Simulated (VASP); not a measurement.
# WC (Fm-3m) in VASP: single point with LDA

Aim: the single point of WC with LDA.

Everything below comes from runs of VASP 6.6.1. Logs are shortened: lines on timing, memory, paths and dates and some standing lists are left out, and cuts for length are marked.

### Step 1. The structure

Symmetry: Fm-3m, No. 225, cubic system. The conventional cell has a = 4.385 Å, b = 4.385 Å, c = 4.385 Å, α = 90.00°, β = 90.00°, γ = 90.00°. W (site symmetry m-3m) is surrounded by 6 C at 2.19 Å. Around C (site symmetry m-3m) lie 6 W at 2.19 Å.

Measurements of this composition are mostly on another form, of space group No. 187.

### Step 2. Single point, LDA

INCAR reads:

```
PREC = Accurate
ENCUT = 520
EDIFF = 1E-6
ISMEAR = 0
SIGMA = 0.15
LREAL = False
LASPH = True
NELM = 100
ALGO = Normal
ISIF = 2
LWAVE = False
LCHARG = False
GGA = CA
NBANDS = 16
```

KPOINTS reads:

```
Automatic mesh
0
Gamma
  18 18 18
```

POSCAR reads:

```
WC
1.0
    0.0000000000      2.1926840000      2.1926840000
    2.1926840000      0.0000000000      2.1926840000
    2.1926840000      2.1926840000      0.0000000000
W C
1 1
Direct
    0.0000000000      0.0000000000      0.0000000000
    0.5000000000      0.5000000000      0.5000000000
```

Potentials or basis: VASP PAW LDA potentials, release 64 (W_sv, C).

Started as:

```
> cat potpaw_LDA.64/W_sv/POTCAR potpaw_LDA.64/C/POTCAR > POTCAR
> mpirun -np 1 vasp_std > vasp.out
```

OUTCAR:

```text
PREC = Accurate
   ENCUT = 520
   EDIFF = 1E-6
   ISMEAR = 0
   LREAL = False
   LASPH = True
   NELM = 100
   ISIF = 2
   GGA = CA

 ion  position               nearest neighbor table
   1  0.000  0.000  0.000-   2 2.19   2 2.19   2 2.19   2 2.19   2 2.19   2 2.19
   2  0.500  0.500  0.500-   1 2.19   1 2.19   1 2.19   1 2.19   1 2.19   1 2.19

  LATTYP: Found a face centered cubic cell.
 ALAT       =     4.3853680000

  Lattice vectors:

 A1 = (   0.0000000000,   2.1926840000,   2.1926840000)
 A2 = (   2.1926840000,   0.0000000000,   2.1926840000)
 A3 = (   2.1926840000,   2.1926840000,   0.0000000000)

Analysis of symmetry for initial positions (statically):
=====================================================================
 Subroutine PRICEL returns:
 Original cell was already a primitive cell.

 Routine SETGRP: Setting up the symmetry group for a
 face centered cubic supercell.

 Subroutine GETGRP returns: Found 48 space group operations
 (whereof 48 operations were pure point group operations)
 out of a pool of 48 trial point group operations.

The static configuration has the point symmetry O_h .

Analysis of symmetry for dynamics (positions and initial velocities):
=====================================================================
 Subroutine PRICEL returns:
 Original cell was already a primitive cell.

 Routine SETGRP: Setting up the symmetry group for a
 face centered cubic supercell.

 Subroutine GETGRP returns: Found 48 space group operations
 (whereof 48 operations were pure point group operations)
 out of a pool of 48 trial point group operations.

The dynamic configuration has the point symmetry O_h .

 Subroutine INISYM returns: Found 48 space group operations
 (whereof 48 operations are pure point group operations),
 and found     1 'primitive' translations

----------------------------------------------------------------------------------------

                                     Primitive cell

  volume of cell :      21.0842

  direct lattice vectors                    reciprocal lattice vectors
     0.000000000  2.192684000  2.192684000    -0.228031034  0.228031034  0.228031034
     2.192684000  0.000000000  2.192684000     0.228031034 -0.228031034  0.228031034
     2.192684000  2.192684000  0.000000000     0.228031034  0.228031034 -0.228031034

  length of vectors
     3.100923451  3.100923451  3.100923451     0.394961337  0.394961337  0.394961337

  position of ions in fractional coordinates (direct lattice)
     0.000000000  0.000000000  0.000000000
     0.500000000  0.500000000  0.500000000

  ion indices of the primitive-cell ions
   primitive index   ion index
                 1           1
                 2           2

----------------------------------------------------------------------------------------

 KPOINTS: Automatic mesh

Automatic generation of k-mesh.
 Grid dimensions read from file:
 generate k-points for:   18   18   18

 Generating k-lattice:

  Cartesian coordinates                     Fractional coordinates (reciprocal lattice)
    -0.012668391  0.012668391  0.012668391     0.055555556  0.000000000  0.000000000
     0.012668391 -0.012668391  0.012668391     0.000000000  0.055555556  0.000000000
     0.012668391  0.012668391 -0.012668391     0.000000000  0.000000000  0.055555556

  Length of vectors
     0.021942296  0.021942296  0.021942296

  Shift w.r.t. Gamma in fractional coordinates (k-lattice)
     0.000000000  0.000000000  0.000000000

 Subroutine IBZKPT returns following result:
 ===========================================

 Found    195 irreducible k-points:

 Following reciprocal coordinates:
            Coordinates               Weight
  0.000000  0.000000  0.000000      1.000000
  0.055556  0.000000  0.000000      8.000000
  0.111111  0.000000  0.000000      8.000000
  0.166667  0.000000  0.000000      8.000000
  0.222222  0.000000  0.000000      8.000000
  0.277778  0.000000  0.000000      8.000000
[... 16 lines left out ...]
 -0.277778  0.055556  0.000000     24.000000
 -0.222222  0.055556  0.000000     24.000000
 [... further k-points ...]
   k-points           NKPTS =    195   k-points in BZ     NKDIM =    195   number of bands    NBANDS=     16
   number of dos      NEDOS =    301   number of ions     NIONS =      2
   total plane-waves  NPLWV =  13824
   dimension x,y,z NGX =    24 NGY =   24 NGZ =   24
   dimension x,y,z NGXF=    48 NGYF=   48 NGZF=   48
   ions per type =               1   1
   NGX,Y,Z   is equivalent  to a cutoff of  12.87, 12.87, 12.87 a.u.
   NGXF,Y,Z  is equivalent  to a cutoff of  25.73, 25.73, 25.73 a.u.
 SYSTEM =  unknown system
   PREC   = accura    normal or accurate (medium, high low for compatibility)
   ISTART =      0    job   : 0-new  1-cont  2-samecut
   ICHARG =      2    charge: 1-file 2-atom 10-const
   ISPIN  =      1    spin polarized calculation?
   LNONCOLLINEAR =      F non collinear calculations
   LSORBIT =      F    spin-orbit coupling
   LASPH  =      T    aspherical Exc in radial PAW
   ENCUT  =  520.0 eV  38.22 Ry    6.18 a.u.   5.77  5.77  5.77*2*pi/ulx,y,z
   NELM   =    100;   NELMIN=  2; NELMDL= -5     # of ELM steps
   EDIFF  = 0.1E-05   stopping-criterion for ELM
   LREAL  =      F    real-space projection
   EDIFFG = 0.1E-04   stopping-criterion for IOM
   NSW    =      0    number of steps for IOM
   IBRION =     -1    ionic relax: 0-MD 1-quasi-New 2-CG
   NFREE  =      0    steps in history (QN), initial steepest desc. (CG)
   ISIF   =      2    stress and relaxation
   ISYM   =      2    0-nonsym 1-usesym 2-fastsym
   POTIM  = 0.5000    time-step for ionic-motion
   TEBEG  =    0.0;   TEEND  =   0.0 temperature during run
   PSTRESS=    0.0 pullay stress
   NELECT =      18.0000    total number of electrons
   NUPDOWN=      -1.0000    fix difference up-down
   EMIN   =  10.00;   EMAX   =-10.00  energy-range for DOS
   EFERMI =   0.00;   METHOD = LEGACY
   ISMEAR =     0;   SIGMA  =   0.15  broadening in eV -4-tet -1-fermi 0-gaus
   EFERMI_NEDOS =   21; number of points for ismear=-14 and -15
   IALGO  =     38    algorithm
   IMIX   =      4    mixing-type and parameters
     AMIX     =   0.40;   BMIX     =  1.00
     AMIX_MAG =   1.60;   BMIX_MAG =  1.00
  volume/ion in A,a.u.               =      10.54        71.14
  Fermi-wavevector in a.u.,A,eV,Ry     =   1.553029  2.934800 32.815887  2.411900
  Thomas-Fermi vector in A             =   2.657319
   LORBIT       =      0    0 simple, 1 ext, 2 COOP (PROOUT), +10 PAW based schemes
   GGA     = CA    functional components
   LHFCALC =     F    Hartree Fock is set to
   AEXX    =    0.0000 exact exchange contribution
   IVDW    =     0    specifies the selected vdW correction
   LEPSILON=     F    determine dielectric tensor
   LRPA    =     F    only Hartree local field effects (RPA)
 non-spin polarized calculation
 Gauss-broadening in eV      SIGMA  =   0.15
  energy-cutoff  :      520.00
  volume of cell :       21.08
 maximum number of plane-waves:       588
   NGX = 11   NGY = 11   NGZ = 11

 number of electron      18.0000001 magnetization

 Free energy of the ion-electron system (eV)
  ---------------------------------------------------
  ext. energy  EPLUGINS =         0.00000000
  ---------------------------------------------------
  free energy    TOTEN  =       -23.78171286 eV

  energy without entropy =      -23.77298510  energy(sigma->0) =      -23.77734898

 E-fermi :  12.2614     XC(G=0): -13.8951

 val. band max:       12.2573310550   @ k =   0.1111   0.1111   0.0000
 cond. band min:      12.2837495461   @ k =   0.2778   0.2778   0.0000
 fundamental gap:      0.0264184911
 Fermi energy:        12.2614401114

 k-point     1 :       0.0000    0.0000    0.0000
  band No.  band energies     occupation
      1     -62.6789      2.00000
      2     -26.9303      2.00000
      3     -26.9303      2.00000
      4     -26.9303      2.00000
      5      -3.3315      2.00000
      6       9.5242      2.00000
[... 8 lines left out ...]
     15      22.0193      0.00000
     16      35.6440      0.00000

 k-point     2 :       0.0556    0.0000    0.0000
  band No.  band energies     occupation
      1     -62.6777      2.00000
      2     -26.9491      2.00000
      3     -26.9323      2.00000
      4     -26.9323      2.00000
      5      -3.2439      2.00000
      6       9.2040      2.00000
[... 8 lines left out ...]
     15      22.2257      0.00000
     16      34.4966      0.00000

 k-point     3 :       0.1111    0.0000    0.0000
  band No.  band energies     occupation
      1     -62.6745      2.00000
      2     -27.0031      2.00000
      3     -26.9381      2.00000
      4     -26.9381      2.00000
      5      -2.9860      2.00000
      6       8.4726      2.00000
[... 8 lines left out ...]
     15      22.8032      0.00000
     16      32.5898      0.00000

 k-point     4 :       0.1667    0.0000    0.0000
  band No.  band energies     occupation
      1     -62.6694      2.00000
      2     -27.0848      2.00000
      3     -26.9470      2.00000
      4     -26.9470      2.00000
      5      -2.5718      2.00000
      6       7.5752      2.00000
[... 8 lines left out ...]
     15      23.6062      0.00000
     16      30.8255      0.00000
[... 324 lines left out ...]
 k-point    22 :      -0.3333    0.0556    0.0000
  band No.  band energies     occupation
      1     -62.6479      2.00000
      2     -27.4071      2.00000
      3     -27.0041      2.00000
      4     -26.9782      2.00000
      5      -0.3522      2.00000
      6       4.3860      2.00000
[... 8 lines left out ...]
     15      25.2333      0.00000
     16      26.0187      0.00000

 k-point    23 :      -0.2778    0.0556    0.0000
  band No.  band energies     occupation
      1     -62.6537      2.00000
      2     -27.3189      2.00000
      3     -26.9948      2.00000
      4     -26.9662      2.00000
      5      -1.0850      2.00000
      6       5.2785      2.00000
[... 8 lines left out ...]
     15      24.8638      0.00000
     16      27.1782      0.00000

 k-point    24 :      -0.2222    0.0556    0.0000
  band No.  band energies     occupation
      1     -62.6602      2.00000
      2     -27.2195      2.00000
      3     -26.9828      2.00000
      4     -26.9542      2.00000
      5      -1.7577      2.00000
      6       6.2077      2.00000
[... 8 lines left out ...]
     15      24.5933      0.00000
     16      28.2721      0.00000

 [... further k-points ...]
[... 5 lines left out ...]
  --------------------------------------------------------------------------------------
  -------------------------------------------------------------------------------------
  Total       -1.8315914     -1.8315914     -1.8315914      0.0000000      0.0000000      0.0000000
  in kB     -139.1813489   -139.1813489   -139.1813489      0.0000000      0.0000000      0.0000000
  external PRESSURE =    -139.1813489 kB  Pullay stress =       0.0000000 kB

 VOLUME and BASIS-vectors are now :
 -----------------------------------------------------------------------------
  energy-cutoff  :      520.00
  volume of cell :       21.08
      direct lattice vectors                 reciprocal lattice vectors
     0.000000000  2.192684000  2.192684000    -0.228031034  0.228031034  0.228031034
     2.192684000  0.000000000  2.192684000     0.228031034 -0.228031034  0.228031034
     2.192684000  2.192684000  0.000000000     0.228031034  0.228031034 -0.228031034

 POSITION                                       TOTAL-FORCE (eV/Angst)
 -----------------------------------------------------------------------------------
      0.00000      0.00000      0.00000        -0.000000     -0.000000     -0.000000
      2.19268      2.19268      2.19268         0.000000      0.000000      0.000000
 -----------------------------------------------------------------------------------
    total drift:                                0.000000     -0.000000     -0.000000

  FREE ENERGIE OF THE ION-ELECTRON SYSTEM (eV)
  ---------------------------------------------------
  free  energy   TOTEN  =       -23.7817128551 eV

  energy  without entropy=      -23.7729851021  energy(sigma->0) =      -23.77734898
```

Run time: 28 s. Hardware: 1 thread of Intel Xeon 6975P-C (Granite Rapids), shared host; peak memory 0.18 GiB.

Results:

| Quantity | Value |
| --- | --- |
| Free energy | -23.7817 eV |
| Pressure | -13.9 GPa |
| Band gap on the k mesh | none (metal or under the smearing width) |

Levels at points of the mesh, in eV from the Fermi level:
```
           k point  band 7  band 8  band 9  band 10  band 11  band 12
(0.00, 0.00, 0.00)   -2.74   -2.74   -1.00    -1.00    -1.00    -0.96
(0.50, 0.00, 0.00)   -6.54   -6.54    1.04     1.04     2.34     5.06
(0.50, 0.50, 0.00)   -5.46   -2.41   -2.41     0.85     2.27     2.27
```

Spin-orbit coupling is left out, which matters for the levels of W.
